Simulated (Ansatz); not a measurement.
Sb under changes of volume

One of the cells (30.206 Å³/atom); the others are scaled copies at fixed shape and fractional positions:

```
CELL_PARAMETERS angstrom
2.15420 1.24373 3.75800
-2.15420 1.24373 3.75800
0.00000 -2.48746 3.75800
ATOMIC_POSITIONS crystal
Sb 0.76651 0.76651 0.76651
Sb 0.23349 0.23349 0.23349
```

| Property | Result |
| --- | --- |
| Program | Ansatz 0.2.0 |
| Functional | PBEsol |
| Potentials or basis | all-electron LAPW, scalar-relativistic |
| Cutoff | 249 eV (chosen from the basis error) |
| Basis error allowed | 0.0005 eV/atom |
| k mesh | 8 × 8 × 8 |
| Occupations | fermi-dirac, width 0.05 eV |
| Spin | no spin polarisation |

```csv
volume (Å³/atom),energy over the lowest point (meV/atom),pressure (GPa),largest force (eV/Å)
28.393,22.16,4.1,0.452
28.998,9.54,2.6,0.329
29.602,2.35,1.2,0.212
30.206,0.00,0.0,0.104
30.810,1.97,-1.1,0.003
31.414,?,?,?
32.018,17.15,-2.9,0.177
```

Task: What does the run at 31.414 Å³/atom give?

Result: Energy over the lowest point 7.82 meV/atom; pressure -2.0 GPa; largest force 0.091 eV/Å.

Worked out: A Birch-Murnaghan fit of order 3 (a polynomial in V^(-2/3)) to the other rows has its minimum at 30.22 Å³/atom with B0 = V·E''(V) = 57 GPa and B' = 4.5 at fixed shape and positions, which overstates the stiffness. It gives 7.82 meV/atom at 31.414 Å³/atom, against the run's 7.82, and -dE/dV = -2.0 GPa, against -2.0.

Energies are extrapolated to zero smearing.
